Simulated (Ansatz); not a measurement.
**Compressing InSb: a fit and a missing row**

InSb, F-43m, a = 6.635 Å. Ansatz: PBE, PAW, 420 eV, Γ-centred 12×12×12 mesh on 2 atoms, Gaussian smearing 0.10 eV; no spin polarisation. Symmetry fixes shape and atoms, so the cell is only scaled; pressure is positive in compression.

| V (Å³/atom) | P (GPa) |
| --- | --- |
| 34.319 | ? |
| 35.414 | 1.21 |
| 36.509 | 0.00 |
| 37.605 | -1.01 |
| 38.700 | -1.85 |

Q: Take V0 = 36.509 Å³/atom, fit the third-order Birch–Murnaghan form to the other rows, and predict the missing pressure.

A: With the Eulerian strain f = ½[(V0/V)^(2/3) − 1] and y = P/[3f(1 + 2f)^(5/2)], the form is the line y = B0 + 1.5 B0 (B0′ − 4) f. Rows (f, y): 0.01025, 37.4; -0.00976, 36.2; -0.01905, 35.7. Means f = -0.006187, y = 36.433; Σ(Δf)² = 0.0004484, ΣΔfΔy = 0.02616; the slope is their ratio. y = 36.79 + 58.33 f GPa, so B0 = 36.8 GPa and B0′ = 4 + 2 × (58.33)/(3 × 36.79) = 5.06. At V = 34.319, f = 0.02105, y = 38.02 and P = 2.66 GPa. The run gave 2.65 GPa, so the fit is 0.01 GPa too high, a small miss on the scale of the series. The form still works here, 33 % of the fitted range beyond its end.